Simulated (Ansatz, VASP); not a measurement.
## One calculation of P, two programs

```
CELL_PARAMETERS angstrom
1.62547 -5.39118 0.00000
1.62547 5.39118 0.00000
0.00000 0.00000 4.48223
ATOMIC_POSITIONS crystal
P 0.90414 0.09586 0.58882
P 0.09586 0.90414 0.41118
P 0.59586 0.40414 0.08882
P 0.40414 0.59586 0.91118
```

Change from the starting cell: volume scaled by 0.96.

Alike in both runs: task single point; functional PBE; k mesh 8 × 8 × 6; occupations fermi-dirac, width 0.05 eV; no spin polarisation.

```csv
,VASP,Ansatz
version,VASP 6.6.1,Ansatz 0.2.0
potentials or method,"VASP PAW PBE potentials, release 64 (P)",Ansatz PAW
plane-wave cutoff (eV),520,420
valence electrons in the cell,20,20
```

```csv
,VASP,Ansatz,Ansatz less VASP
gap on the k mesh at the Fermi level (eV),0.05,0.04,-0.010
least direct gap on the mesh (eV),0.05,0.04,-0.010
pressure (GPa),5.1,5.5,+0.37
largest component of the traceless stress (GPa),0.70,0.72,+0.022
rms of the force components (eV/Å),0.374,0.407,+0.0331
```

Atom by atom the forces differ by 0.033 eV/Å (rms over components). With one functional, cell and mesh, what is left measures potentials, basis and numerics.

A k mesh can miss the band edges.
